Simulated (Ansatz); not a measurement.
# Convergence notes, G0W0 on PbTe (Fm-3m)

A 2-atom cell of PbTe started from a crystallographic database, relaxed with r2SCAN; one-shot G0W0 in Ansatz without spin-orbit coupling. Spin-unpolarised throughout; all numbers are computed.

```
Te Pb
1.0
     0.00000    3.26786    3.26786
     3.26786    0.00000    3.26786
     3.26786    3.26786    0.00000
Te Pb
1 1
Direct
  0.50000 0.50000 0.50000
  0.00000 0.00000 0.00000
```

Gaps are read over the mesh points alone. G0W0 values are finite-basis, finite-mesh values.
```json
{"start": "PBE", "potentials": "PAW", "frequency model": "contour deformation", "mesh": "4×4×4", "empty bands": "113", "screening cutoff (eV)": "80", "Kohn-Sham gap (eV)": "0.80", "G0W0 gap (eV)": "0.97", "rough cost": "16 core-seconds"}
{"start": "PBE", "potentials": "PAW", "frequency model": "contour deformation", "mesh": "4×4×4", "empty bands": "262", "screening cutoff (eV)": "140", "Kohn-Sham gap (eV)": "0.80", "G0W0 gap (eV)": "1.04", "rough cost": "60 core-seconds"}
{"start": "PBE", "potentials": "PAW", "frequency model": "contour deformation", "mesh": "4×4×4", "empty bands": "482", "screening cutoff (eV)": "210", "Kohn-Sham gap (eV)": "0.80", "G0W0 gap (eV)": "1.11", "rough cost": "4 core-minutes"}
{"start": "HSE06", "potentials": "PAW", "frequency model": "contour deformation", "mesh": "4×4×4", "empty bands": "262", "screening cutoff (eV)": "140", "Kohn-Sham gap (eV)": "1.20", "G0W0 gap (eV)": "1.20", "rough cost": "2.9 core-minutes"}
{"start": "LDA", "potentials": "PAW", "frequency model": "contour deformation", "mesh": "4×4×4", "empty bands": "262", "screening cutoff (eV)": "140", "Kohn-Sham gap (eV)": "0.71", "G0W0 gap (eV)": "1.01", "rough cost": "60 core-seconds"}
{"start": "r2SCAN", "potentials": "PAW", "frequency model": "contour deformation", "mesh": "4×4×4", "empty bands": "262", "screening cutoff (eV)": "140", "Kohn-Sham gap (eV)": "1.09", "G0W0 gap (eV)": "1.17", "rough cost": "70 core-seconds"}
{"start": "PBE", "potentials": "PAW", "frequency model": "Godby-Needs pole", "mesh": "4×4×4", "empty bands": "262", "screening cutoff (eV)": "140", "Kohn-Sham gap (eV)": "0.80", "G0W0 gap (eV)": "0.99", "rough cost": "60 core-seconds"}
{"start": "PBE", "potentials": "PAW", "frequency model": "contour deformation", "mesh": "6×6×6", "empty bands": "113", "screening cutoff (eV)": "80", "Kohn-Sham gap (eV)": "0.80", "G0W0 gap (eV)": "0.99", "rough cost": "100 core-seconds"}
{"start": "PBE", "potentials": "norm-conserving", "frequency model": "contour deformation", "mesh": "4×4×4", "empty bands": "262", "screening cutoff (eV)": "140", "Kohn-Sham gap (eV)": "0.80", "G0W0 gap (eV)": "1.02", "rough cost": "2.2 core-minutes"}
```

The quasiparticle gap on this mesh is 1.11 eV (direct at L), against 0.80 eV from PBE: +0.31 eV. Renormalisation factors Z lie between 0.67 and 0.77.

Raising bands and cutoff together moves the gap by +0.07 eV (80 to 140 eV), then +0.07 eV (140 to 210 eV); the last step is still large, so the basis limit isn't reached. Starting from HSE06 (1.20 eV against PBE's 0.80 eV) gives 1.20 eV, +0.16 eV from G0W0@PBE at the same screening cutoff. Starting from LDA (0.71 eV against PBE's 0.80 eV) gives 1.01 eV, -0.03 eV from G0W0@PBE at the same screening cutoff. Starting from r2SCAN (1.09 eV against PBE's 0.80 eV) gives 1.17 eV, +0.13 eV from G0W0@PBE at the same screening cutoff. The Godby-Needs plasmon pole differs from contour deformation by -0.05 eV. A 6×6×6 mesh in place of 4×4×4 changes the opening over PBE by +0.02 eV (the gap on the mesh by +0.02 eV). Norm-conserving potentials (wave cutoff 1120 eV against 420 eV) shift the quasiparticle gap by -0.02 eV and the PBE gap by 0.00 eV. On these meshes the dielectric constant comes out too large, which adds an error that these runs don't bound. r2SCAN runs take a wave cutoff of 500 eV.
